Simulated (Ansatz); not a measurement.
# Ni (Fm-3m) in Ansatz: further runs

Aim: see how the results for Ni move with the level of theory and the settings. Levels: PBEsol+D3(BJ)+ATM+U, RPBE+D3(BJ)+ATM+U, RPBE+D3(BJ)-ATM+U, PBEsol+D4+U, RPBE+U. Tasks: density of states, computed Hubbard U, elastic constants.

Everything below comes from runs of Ansatz 0.2.0. Logs are shortened: lines on timing, memory, paths and dates and some standing lists are left out, and cuts for length are marked.

### 1 The structure

It takes space group Fm-3m (No. 225, cubic). Conventional cell: a = 3.475 Å, b = 3.475 Å, c = 3.475 Å, α = 90.00°, β = 90.00°, γ = 90.00°. Ni (site symmetry m-3m) is surrounded by 12 Ni at 2.46 Å.

### 2 Density of states, PBEsol+D3(BJ)+ATM+U, collinear spin, ferromagnetic start

The input, run.py:

```python
import json

import ase.io
import numpy as np

import ansatz as az

atoms = ase.io.read("Ni.cif")
atoms.info.pop("occupancy", None)
atoms.set_initial_magnetic_moments([1.0, 1.0, 1.0, 1.0])

calculation = (
    az.Crystal.from_ase(atoms)
    .calculation()
    .basis(precision="f64")
    .kpoints(5, 5, 5)
    .functional("pbesol", dispersion="d3bjatm")
    .pseudopotentials(kind="nc", accuracy="stringent")
    .hubbard("Ni", "d", u_eff=4.0)
    .spin("collinear")
    .scf(extra_bands=10)
    .mixing(preconditioner="kerker_dos")
    .occupations(method="gaussian", width=0.025)
    .eigensolver(kind="davidson")
    .density()
    .potential()
    .output_files(volumetric_format="npy")
    .electron_localization_function()
    .density_of_states(energy_step=0.05, projected=False, nscf_kmesh=(8, 8, 8))
    .forces()
    .stress()
    .band_table(publish=True)
)
outcome = calculation.run(threads=2, events_out="events.jsonl")

report = outcome.report
for line in open("events.jsonl"):
    event = json.loads(line)
    if event["event"] == "scf_iter":
        d = event["data"]
        print(f"SCF {d['iter']:3d}  HF = {d['harris_foulkes_ev']:.6f} eV  dr2 = {d['dr2_ev']:.2e} eV")
    elif event["event"] in ("relax_step", "md_step"):
        d = event["data"]
        print(f"{event['event']} {d['step']:3d}  E = {d['lagrangian_ev']:.6f} eV")
np.set_printoptions(precision=5, suppress=True, linewidth=110)
print("converged:", report["converged"], "after", report["n_iterations"], "iterations")
print(f"free energy {report['free_energy_ev']:.6f} eV, Fermi level {report['fermi_energy_ev']:.4f} eV")
for key in ("band_edges_ev", "magnetization_mub", "site_moments_mub", "site_moments_nc_mub", "forces_ev_ang",
                "stress_gpa", "kpoints_frac", "eigenvalues_ev"):
    if report.get(key) is not None:
        print(key, np.array(report[key]), sep="\n")
```

The input, Ni.cif:

```cif
data_Ni
_cell_length_a 3.47514587
_cell_length_b 3.47514587
_cell_length_c 3.47514587
_cell_angle_alpha 90.00000000
_cell_angle_beta 90.00000000
_cell_angle_gamma 90.00000000
_space_group_name_H-M_alt 'Fm-3m'
_space_group_name_Hall '-F 4 2 3'
_space_group_IT_number 225
loop_
_space_group_symop_operation_xyz
'x,y,z'
'-x,-y,-z'
'-y,x,z'
'y,-x,-z'
'-x,-y,z'
'x,y,-z'
'y,-x,z'
'-y,x,-z'
'x,-y,-z'
'-x,y,z'
'-y,-x,-z'
'y,x,z'
'-x,y,-z'
'x,-y,z'
'y,x,-z'
'-y,-x,z'
'z,x,y'
'-z,-x,-y'
'z,-y,x'
'-z,y,-x'
'z,-x,-y'
'-z,x,y'
'z,y,-x'
'-z,-y,x'
'-z,x,-y'
'z,-x,y'
'-z,-y,-x'
'z,y,x'
'-z,-x,y'
'z,x,-y'
'-z,y,x'
'z,-y,-x'
'y,z,x'
'-y,-z,-x'
'x,z,-y'
'-x,-z,y'
'-y,z,-x'
'y,-z,x'
'-x,z,y'
'x,-z,-y'
'-y,-z,x'
'y,z,-x'
'-x,-z,-y'
'x,z,y'
'y,-z,-x'
'-y,z,x'
'x,-z,y'
'-x,z,-y'
'x,y+1/2,z+1/2'
'-x,-y+1/2,-z+1/2'
'-y,x+1/2,z+1/2'
[... 62 lines left out ...]
'-z+1/2,-x,-y+1/2'
'z+1/2,-y,x+1/2'
'-z+1/2,y,-x+1/2'
'z+1/2,-x,-y+1/2'
'-z+1/2,x,y+1/2'
'z+1/2,y,-x+1/2'
'-z+1/2,-y,x+1/2'
'-z+1/2,x,-y+1/2'
'z+1/2,-x,y+1/2'
'-z+1/2,-y,-x+1/2'
'z+1/2,y,x+1/2'
'-z+1/2,-x,y+1/2'
'z+1/2,x,-y+1/2'
'-z+1/2,y,x+1/2'
'z+1/2,-y,-x+1/2'
'y+1/2,z,x+1/2'
'-y+1/2,-z,-x+1/2'
'x+1/2,z,-y+1/2'
'-x+1/2,-z,y+1/2'
'-y+1/2,z,-x+1/2'
'y+1/2,-z,x+1/2'
'-x+1/2,z,y+1/2'
'x+1/2,-z,-y+1/2'
'-y+1/2,-z,x+1/2'
'y+1/2,z,-x+1/2'
'-x+1/2,-z,-y+1/2'
'x+1/2,z,y+1/2'
'y+1/2,-z,-x+1/2'
'-y+1/2,z,x+1/2'
'x+1/2,-z,y+1/2'
'-x+1/2,z,-y+1/2'
'x+1/2,y+1/2,z'
'-x+1/2,-y+1/2,-z'
'-y+1/2,x+1/2,z'
'y+1/2,-x+1/2,-z'
'-x+1/2,-y+1/2,z'
'x+1/2,y+1/2,-z'
'y+1/2,-x+1/2,z'
'-y+1/2,x+1/2,-z'
'x+1/2,-y+1/2,-z'
'-x+1/2,y+1/2,z'
'-y+1/2,-x+1/2,-z'
'y+1/2,x+1/2,z'
'-x+1/2,y+1/2,-z'
'x+1/2,-y+1/2,z'
'y+1/2,x+1/2,-z'
'-y+1/2,-x+1/2,z'
'z+1/2,x+1/2,y'
'-z+1/2,-x+1/2,-y'
'z+1/2,-y+1/2,x'
'-z+1/2,y+1/2,-x'
'z+1/2,-x+1/2,-y'
'-z+1/2,x+1/2,y'
'z+1/2,y+1/2,-x'
'-z+1/2,-y+1/2,x'
'-z+1/2,x+1/2,-y'
'z+1/2,-x+1/2,y'
'-z+1/2,-y+1/2,-x'
'z+1/2,y+1/2,x'
'-z+1/2,-x+1/2,y'
'z+1/2,x+1/2,-y'
'-z+1/2,y+1/2,x'
'z+1/2,-y+1/2,-x'
'y+1/2,z+1/2,x'
'-y+1/2,-z+1/2,-x'
'x+1/2,z+1/2,-y'
'-x+1/2,-z+1/2,y'
'-y+1/2,z+1/2,-x'
'y+1/2,-z+1/2,x'
'-x+1/2,z+1/2,y'
'x+1/2,-z+1/2,-y'
'-y+1/2,-z+1/2,x'
'y+1/2,z+1/2,-x'
'-x+1/2,-z+1/2,-y'
'x+1/2,z+1/2,y'
'y+1/2,-z+1/2,-x'
'-y+1/2,z+1/2,x'
'x+1/2,-z+1/2,y'
'-x+1/2,z+1/2,-y'
loop_
_atom_site_label
_atom_site_type_symbol
_atom_site_symmetry_multiplicity
_atom_site_Wyckoff_symbol
_atom_site_fract_x
_atom_site_fract_y
_atom_site_fract_z
_atom_site_occupancy
Ni1 Ni 4 a 0.0000000000 0.0000000000 0.0000000000 1
```

Potentials or basis: PseudoDojo stringent.

Run with:

```bash
$ python run.py
```

Standard output:

```text
DeckWarning: basis.ecutwfc = 1414.992085 eV, auto-derived from the records' recommended cutoffs: set by Ni (normal level)
PlacementWarning: RAYON_NUM_THREADS=2 ignored (pool sized by the plan → 2); use plan(threads=…)
SCF   1  HF = -18394.120428 eV  dr2 = 6.56e-01 eV
SCF   2  HF = -18394.523434 eV  dr2 = 3.42e-01 eV
SCF   3  HF = -18394.694004 eV  dr2 = 3.88e-02 eV
SCF   4  HF = -18394.833424 eV  dr2 = 5.02e-02 eV
SCF   5  HF = -18394.900826 eV  dr2 = 2.98e-03 eV
SCF   6  HF = -18394.960002 eV  dr2 = 5.76e-03 eV
SCF   7  HF = -18394.984730 eV  dr2 = 4.10e-03 eV
SCF   8  HF = -18394.997235 eV  dr2 = 1.86e-04 eV
SCF   9  HF = -18395.004966 eV  dr2 = 2.30e-04 eV
SCF  10  HF = -18395.015964 eV  dr2 = 9.13e-05 eV
SCF  11  HF = -18395.016102 eV  dr2 = 1.05e-05 eV
SCF  12  HF = -18395.016105 eV  dr2 = 4.17e-07 eV
SCF  13  HF = -18395.016106 eV  dr2 = 4.52e-08 eV
SCF  14  HF = -18395.016106 eV  dr2 = 4.62e-09 eV
converged: True after 14 iterations
free energy -18395.016106 eV, Fermi level 18.5468 eV
magnetization_mub
2.86400000000004
site_moments_mub
[0.76828 0.76828 0.76828 0.76828]
forces_ev_ang
[[ 0. -0.  0.]
 [ 0. -0.  0.]
 [ 0. -0.  0.]
 [ 0. -0. -0.]]
stress_gpa
[[-6.08295  0.      -0.     ]
 [ 0.      -6.08295 -0.     ]
 [ 0.      -0.      -6.08295]]
kpoints_frac
[[0.  0.  0. ]
 [0.  0.  0.2]
 [0.  0.  0.4]
 [0.  0.2 0.2]
 [0.  0.2 0.4]
 [0.  0.4 0.4]
 [0.2 0.2 0.2]
 [0.2 0.2 0.4]
 [0.2 0.4 0.4]
 [0.4 0.4 0.4]]
eigenvalues_ev
[[-83.76521 -83.71413 -83.71413 -83.71413 -44.42942 -44.42942 -44.42942 -44.28179 -44.28179 -44.28179
  -44.28179 -44.28179 -44.28179 -44.18566 -44.18566 -44.18566   9.76845  12.76783  12.76783  12.76783
   13.10205  13.10205  13.10205  15.03322  15.03322  15.03322  16.43736  16.43736  17.17796  17.17796
   17.17796  17.17796  17.17796  17.17796  17.21895  17.21895  17.21895  21.51035  21.51035  21.51035
   28.69002  28.69002  28.69002  34.19285  34.19285  34.19285]
 [-83.76002 -83.71888 -83.71314 -83.71314 -44.41607 -44.41607 -44.40697 -44.29648 -44.29648 -44.28301
  -44.28301 -44.27277 -44.27277 -44.2098  -44.19498 -44.19498  10.29752  12.9082   13.02544  13.02544
   13.2722   13.29753  13.29753  14.83305  15.19019  15.19019  16.25463  16.27676  16.27676  16.5097
   16.90758  16.90758  16.9785   16.9785   17.14191  17.17837  17.17837  19.33237  22.85155  22.85155
   28.82181  28.82181  31.67007  31.94423  31.94423  32.7893 ]
 [-83.74671 -83.73113 -83.71152 -83.71152 -44.38023 -44.38023 -44.34738 -44.33444 -44.33444 -44.285
  -44.285   -44.27209 -44.24898 -44.24898 -44.21926 -44.21926  11.70752  12.92551  13.54219  13.54219
   13.73081  13.89736  13.89736  14.32607  14.92026  14.92026  15.63814  15.63814  15.92173  16.28378
   16.28378  16.47892  16.47892  16.60994  16.70129  16.94272  17.17904  17.17904  25.50707  25.50707
   28.62403  28.62403  29.2386   29.2386   30.95326  30.95326]
 [-83.75545 -83.71793 -83.71793 -83.71311 -44.40302 -44.4007  -44.4007  -44.3215  -44.28696 -44.28696
  -44.27087 -44.27087 -44.26898 -44.24251 -44.20483 -44.19104  10.79954  13.18694  13.18694  13.23782
   13.44734  13.44734  13.47923  14.74688  15.25863  15.27004  15.83986  15.93322  15.93322  16.22059
   16.52242  16.79001  16.90526  16.90526  16.96841  16.96841  16.99825  20.55239  20.55239  23.91461
   28.18031  29.32626  31.90364  31.90364  32.62758  32.62758]
 [-83.7437  -83.72963 -83.71567 -83.71372 -44.38261 -44.3681  -44.35817 -44.35468 -44.32369 -44.29963
  -44.26619 -44.26317 -44.26185 -44.24084 -44.23046 -44.2085   12.11804  13.25243  13.74745  13.76657
   13.84773  13.93365  13.97791  14.35571  14.70731  14.84526  15.3285   15.33889  15.65306  16.14624
   16.28257  16.38799  16.46709  16.69645  16.87233  16.90125  16.9108   17.89857  22.68928  25.20545
   26.313    29.31406  29.80686  31.09804  33.19678  34.42496]
 [-83.73577 -83.72537 -83.72537 -83.71926 -44.374   -44.37355 -44.37355 -44.34285 -44.33588 -44.29526
  -44.29526 -44.25962 -44.23887 -44.23203 -44.23203 -44.20899  13.08853  13.89112  13.89112  13.92138
   14.17139  14.17139  14.33863  14.3668   14.57644  14.64775  14.64775  15.14916  15.83183  15.93281
   16.11878  16.22144  16.22144  16.31497  16.31497  16.4991   17.79066  19.61415  19.61415  21.95151
   28.35518  30.7442   31.13885  31.13885  32.47567  32.47567]
 [-83.75154 -83.71785 -83.71785 -83.71785 -44.39943 -44.39943 -44.39943 -44.29894 -44.29894 -44.29894
  -44.27572 -44.26161 -44.26161 -44.26161 -44.19853 -44.19853  11.24991  13.33667  13.33667  13.33667
   13.66443  13.66443  13.66443  14.76401  15.28114  15.28114  15.59861  15.59861  15.59861  16.38097
   16.38097  16.38097  16.39532  16.39532  17.15917  17.15917  17.15917  21.34485  21.34485  21.34485
   29.1074   29.1074   29.1074   32.38087  32.38087  32.38087]
 [-83.74143 -83.72892 -83.71767 -83.71767 -44.39769 -44.39769 -44.37657 -44.33064 -44.31001 -44.31001
  -44.25462 -44.25462 -44.25312 -44.24221 -44.21811 -44.21351  12.36691  13.26114  13.67213  13.67213
   14.11004  14.11004  14.18115  14.59392  14.89229  14.89229  15.17634  15.28883  15.45061  15.84369
   16.10113  16.10113  16.56632  16.76242  16.99707  16.99707  17.07855  18.27261  22.96434  22.96434
   26.2228   26.2228   30.84137  33.30609  33.39874  33.39874]
[... 15 lines left out ...]
 [-82.8784  -82.83574 -82.82989 -82.82989 -43.50326 -43.50326 -43.49425 -43.37915 -43.37915 -43.36542
  -43.36542 -43.35478 -43.35478 -43.28979 -43.2743  -43.2743   10.2266   13.37991  13.55324  13.55324
   14.965    14.96864  14.96864  16.67563  17.0381   17.06124  17.06124  17.30961  17.78756  17.78756
   17.96575  17.9937   17.9937   18.89397  18.89397  19.1936   19.1936   19.39876  23.06417  23.06417
   29.05663  29.05663  31.81972  32.05062  32.05062  32.80893]
 [-82.86467 -82.84849 -82.8284  -82.8284  -43.46553 -43.46553 -43.43253 -43.41806 -43.41806 -43.36744
  -43.36744 -43.35444 -43.33005 -43.33005 -43.2993  -43.2993   11.66847  13.1469   14.09591  14.09591
   15.46361  15.54983  15.54983  16.11559  16.56127  16.56127  16.63796  17.00972  17.25138  17.25138
   17.50828  17.53036  17.53036  17.75883  18.21663  18.21663  19.19436  19.19436  25.77309  25.77309
   28.83388  28.83388  29.42663  29.42663  31.04375  31.04375]
 [-82.87362 -82.83465 -82.83465 -82.82979 -43.48943 -43.48753 -43.48753 -43.40497 -43.36924 -43.36924
  -43.35277 -43.35277 -43.35086 -43.3237  -43.2844  -43.27023  10.74     13.67914  13.67914  13.81263
   15.09329  15.13152  15.13152  16.56623  16.89938  17.00275  17.13887  17.3774   17.3774   17.49542
   17.55064  17.58778  17.85273  17.85273  18.89209  18.89209  19.001    21.06596  21.06596  24.19501
   28.36375  29.52171  32.04241  32.04241  32.75914  32.75914]
 [-82.8613  -82.84661 -82.83221 -82.83027 -43.46839 -43.45281 -43.44372 -43.43924 -43.40686 -43.38302
  -43.34787 -43.34477 -43.34317 -43.3216  -43.31076 -43.28821  12.12721  13.52824  14.30746  14.35479
   15.46674  15.56857  15.63987  16.12736  16.18933  16.46573  16.48455  16.49067  17.08682  17.16562
   17.27447  17.45438  17.55259  18.14219  18.21856  18.88961  18.90335  19.08805  23.14737  25.50693
   26.59985  29.54228  29.98036  31.21489  33.29817  34.59021]
 [-82.85255 -82.84162 -82.84162 -82.83533 -43.45963 -43.45953 -43.45953 -43.4279  -43.41928 -43.37738
  -43.37738 -43.34065 -43.31961 -43.31249 -43.31249 -43.2887   13.32142  14.43325  14.43325  14.90615
   15.33366  15.78117  15.78117  15.85978  15.85978  16.06693  16.22812  16.24426  16.69259  16.881
   16.97029  16.97029  17.75204  18.26238  18.26238  18.46667  19.05794  20.51794  20.51794  22.51403
   28.64148  30.89242  31.37976  31.37976  32.5852   32.5852 ]
 [-82.86942 -82.83433 -82.83433 -82.83433 -43.48609 -43.48609 -43.48609 -43.38148 -43.38148 -43.38148
  -43.35806 -43.34318 -43.34318 -43.34318 -43.27794 -43.27794  11.22607  13.95523  13.95523  13.95523
   15.20654  15.20654  15.20654  16.50808  16.80365  16.80365  17.11471  17.11471  17.11471  17.41767
   17.41767  17.41767  17.54414  17.54414  18.90367  18.90367  18.90367  21.85591  21.85591  21.85591
   29.30005  29.30005  29.30005  32.50811  32.50811  32.50811]
 [-82.85858 -82.84541 -82.83376 -82.83376 -43.48404 -43.48404 -43.46275 -43.4151  -43.39276 -43.39276
  -43.3359  -43.3359  -43.33409 -43.32305 -43.29812 -43.29332  12.52036  13.81747  14.56638  14.56638
   15.30048  15.30048  15.56546  16.16635  16.44687  16.47189  16.4844   16.4844   16.8162   17.04609
   17.04609  17.0715   17.98299  18.09465  18.58942  18.82194  18.82194  19.31177  23.35204  23.35204
   26.58226  26.58226  31.05191  33.49175  33.50746  33.50746]
 [-82.85142 -82.84213 -82.84213 -82.83768 -43.49857 -43.4901  -43.4901  -43.46282 -43.36968 -43.34717
  -43.34717 -43.31657 -43.31618 -43.31203 -43.31203 -43.29157  13.47853  14.39906  14.39906  14.82933
   15.20778  15.5438   15.5438   16.20176  16.48745  16.5018   16.51741  16.51741  16.67627  16.70196
   16.73662  16.73662  18.06345  18.5214   18.5214   18.60885  18.8687   20.43205  20.43205  22.16893
   26.17212  28.1139   28.1139   30.42777  34.73543  36.69022]
 [-82.84811 -82.84302 -82.84302 -82.84302 -43.52185 -43.52185 -43.52185 -43.50715 -43.31851 -43.31851
  -43.31851 -43.30871 -43.30871 -43.30871 -43.29915 -43.29915  13.78887  14.2139   14.2139   14.2139
   15.86456  15.86456  15.86456  16.29684  16.29684  16.37722  16.37722  16.37722  17.35238  17.35238
   17.35238  17.46364  18.51503  18.51503  18.71735  18.71735  18.71735  20.18306  20.18306  20.18306
   25.85968  25.85968  25.85968  27.56211  39.63224  39.63224]]
```

Run time: 19 s. Hardware: 2 threads of Arm Neoverse V2, shared host; peak memory 0.88 GiB.

What came out:

| Quantity | Value |
| --- | --- |
| Free energy | -18395.0161 eV |
| Pressure | -6.1 GPa |
| Band gap on the k mesh | none (metal or under the smearing width) |
| Net moment | 2.86 μB per cell |
| Absolute moment | 3.37 μB per cell |
| Site moments | Ni +0.77 μB |
| Density of states at the Fermi level | 4.93 states/eV per cell |

States per cell in windows of 1 eV (zero at the Fermi level; states under -8 eV left out):
| from (eV) | up | down |
| --- | --- | --- |
| -8.0 | 0.17 | 0.17 |
| -7.0 | 0.35 | 0.27 |
| -6.0 | 2.82 | 0.67 |
| -5.0 | 3.57 | 2.25 |
| -4.0 | 4.98 | 2.69 |
| -3.0 | 4.57 | 4.18 |
| -2.0 | 4.33 | 5.34 |
| -1.0 | 0.51 | 2.89 |
| 0.0 | 0.47 | 2.84 |
| 1.0 | 0.42 | 0.60 |
| 2.0 | 0.46 | 0.49 |
| 3.0 | 0.46 | 0.53 |
| 4.0 | 0.38 | 0.42 |
| 5.0 | 0.31 | 0.36 |
| 6.0 | 0.28 | 0.20 |
| 7.0 | 0.49 | 0.43 |

Eigenvalues of the final occupation matrices:
| site | spin | trace | eigenvalues |
| --- | --- | --- | --- |
| site 1 | 1 | 4.83 | 0.96 0.96 0.96 0.97 0.97 |
| site 1 | 2 | 4.06 | 0.73 0.73 0.73 0.93 0.93 |
| site 2 | 1 | 4.83 | 0.96 0.96 0.96 0.97 0.97 |
| site 2 | 2 | 4.06 | 0.73 0.73 0.73 0.93 0.93 |
| site 3 | 1 | 4.83 | 0.96 0.96 0.96 0.97 0.97 |
| site 3 | 2 | 4.06 | 0.73 0.73 0.73 0.93 0.93 |
| site 4 | 1 | 4.83 | 0.96 0.96 0.96 0.97 0.97 |
| site 4 | 2 | 4.06 | 0.73 0.73 0.73 0.93 0.93 |

Caveat: the k mesh is coarse (spacing up to 0.36 Å⁻¹), so the values aren't converged; the magnetic or orbital state may not be the lowest; pairwise dispersion overbinds metals, which lowers pressure and volume; the U is typed as a test and isn't derived for this compound.

(Continued in part 2 of 2.)
